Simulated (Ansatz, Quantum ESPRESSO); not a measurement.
# MgB2 and the effect of the pressure

The cell as given:

Symmetry: P6/mmm, No. 191, hexagonal system. The conventional cell has a = 3.085 Å, b = 3.085 Å, c = 3.523 Å, α = 90.00°, β = 90.00°, γ = 120.00°. Around Mg (site symmetry 6/mmm) lie 12 B at 2.51 Å. Around B (site symmetry -6m2) lie 3 B at 1.78 Å.

Kept alike: task relaxation of cell and atoms; functional PBEsol; k mesh 10 × 10 × 8; occupations fermi-dirac, width 0.05 eV; no spin polarisation. Program: Ansatz, all-electron LAPW, scalar-relativistic. The mesh is that of the run's cell of 3 atoms. No spin-orbit coupling.

```csv
"pressure, P (GPa)",volume (Å³/atom),first edge of the run's cell (Å),third edge of the run's cell (Å)
0,9.467,3.068,3.483
5,9.168,3.044,3.428
10,8.907,3.021,3.380
20,8.470,2.982,3.300
```

The relaxations keep at least the cell's symmetry (P6/mmm). Runs of this series that gave no sound value for these columns are left out. The runs follow the start's structure, whether or not it is the stable one at these pressures. P is the pressure aimed at, which the runs meet within some hundredths to tenths of a GPa.

Question: What does the pressure change here?

Answer: The volume falls from 9.467 to 8.470 Å³/atom between 0 and 20 GPa. The volume falls ever more slowly, since the solid stiffens under load. At the pressures aimed at, which the runs meet within some tenths of a GPa, the step from 0 to 5 GPa gives a mean bulk modulus near 156 GPa, the last step 199 GPa. A twin series (Quantum ESPRESSO, SSSP 1.3 efficiency PBE) moves it by -0.9821 between 0 and 20, against -0.9970 Å³/atom here. The first edge of the run's cell falls from 3.068 to 2.982 Å between 0 and 20 GPa. A twin series (Quantum ESPRESSO, SSSP 1.3 efficiency PBE) moves it by -0.0858 between 0 and 20, against -0.0864 Å here. The third edge of the run's cell falls from 3.483 to 3.300 Å between 0 and 20 GPa. A twin series (Quantum ESPRESSO, SSSP 1.3 efficiency PBE) moves it by -0.1797 between 0 and 20, against -0.1835 Å here.
